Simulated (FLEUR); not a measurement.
# BN under changes of volume

One of the cells (5.959 Å³/atom); the others are scaled copies at fixed shape and fractional positions:

```xyz
2
Lattice="0.0000 1.8130 1.8130 1.8130 0.0000 1.8130 1.8130 1.8130 0.0000" Properties=species:S:1:pos:R:3 pbc="T T T"
N     0.9065    0.9065    0.9065
B     0.0000    0.0000    0.0000
```

The cell is a database's computed one.

* Program: FLEUR MaX-R8.1 (later development tree)
* Functional: PBE
* Potentials or basis: all-electron
* Basis: FLAPW
* Kmax: 5.26 1/bohr
* k mesh: 13 × 13 × 13
* Occupations: fermi-dirac, width 0.05 eV
* Spin: no spin polarisation

```tsv
volume (Å³/atom)	energy over the lowest point (meV/atom)	gap on the mesh (eV)
5.602	26.51	4.60
5.721	11.21	4.58
5.840	2.60	4.55
5.959	0.00	4.53
6.078	?	?
6.198	10.84	4.48
6.317	23.41	4.45
```

Question: What does the run at 6.078 Å³/atom give?

Answer: Energy over the lowest point 3.05 meV/atom; gap on the mesh 4.50 eV.

Worked out: A Birch-Murnaghan fit of order 3 (a polynomial in V^(-2/3)) to the other rows has its minimum at 5.95 Å³/atom with B0 = V·E''(V) = 372 GPa and B' = 3.6. It gives 2.87 meV/atom at 6.078 Å³/atom, against the run's 3.05. A straight line through the other rows of the gap, of slope -1.24 eV per unit of ln V, gives 4.50 eV, against the run's 4.50.

Energies are extrapolated to zero smearing.

Caveats: an odd mesh through Γ misses points on the zone boundary, where band edges often lie.
